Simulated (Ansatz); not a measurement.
Method: DFT PBE, scalar-relativistic, plane waves, PAW (Ansatz). All cells share a 420 eV cutoff and Γ-centred k meshes spaced at most about 0.3 Å⁻¹ (about 0.25 or finer for metals, 2π included). No spin polarisation.

Temperature and zero-point effects are left out.

Problem. Which of these relaxed structures of CsH2 is the lowest in energy?
1.

```cif
data_structure
_symmetry_space_group_name_H-M 'Pn-3m:1'
_symmetry_Int_Tables_number 224
_cell_length_a 6.5253
_cell_length_b 6.5253
_cell_length_c 6.5253
_cell_angle_alpha 90.000
_cell_angle_beta 90.000
_cell_angle_gamma 90.000
_cell_volume 277.85
loop_
_atom_site_label
_atom_site_type_symbol
_atom_site_symmetry_multiplicity
_atom_site_Wyckoff_symbol
_atom_site_fract_x
_atom_site_fract_y
_atom_site_fract_z
_atom_site_occupancy
Cs1 Cs 2 a 0.00000 0.00000 0.00000 1
H1 H 4 b 0.25000 0.25000 0.25000 1
```

2.

```cif
data_structure
_symmetry_space_group_name_H-M 'Immm'
_symmetry_Int_Tables_number 71
_cell_length_a 5.3368
_cell_length_b 6.9715
_cell_length_c 8.2862
_cell_angle_alpha 90.000
_cell_angle_beta 90.000
_cell_angle_gamma 90.000
_cell_volume 308.29
loop_
_atom_site_label
_atom_site_type_symbol
_atom_site_symmetry_multiplicity
_atom_site_Wyckoff_symbol
_atom_site_fract_x
_atom_site_fract_y
_atom_site_fract_z
_atom_site_occupancy
Cs1 Cs 2 a 0.00000 0.00000 0.00000 1
H1 H 4 j 0.50000 0.00000 0.45422 1
```

Solution. 2. The other, cell 1, lies 0.79 eV/atom higher. Forms: cell 2 Immm; cell 1 anti-cuprite type, Pn-3m. Counting H atoms around Cs (those within 1.25 times the shortest such distance or 1.15 times the sum of covalent radii): cell 2 has Cs 4; cell 1 has Cs 4. Cell 2 holds H–H pairs as short as in free H₂ molecules (shortest 0.76 Å); in cell 1 the shortest H–H distance is 4.61 Å. Both come from invented guesses. The lowest form computed isn't among them: it has space group P-1 (No. 2), 39.0 Å³/atom and lies 50 meV/atom below the best shown. Even the lowest of the cells shown lies +0.07 eV/atom against the elements.

With hydrogen, zero-point motion can shift such differences by 10 meV/atom or more. Cells relaxed within their symmetry can be saddle points. Some structure types and database cells were kept out of the candidates from the start, so a known form may be missing.
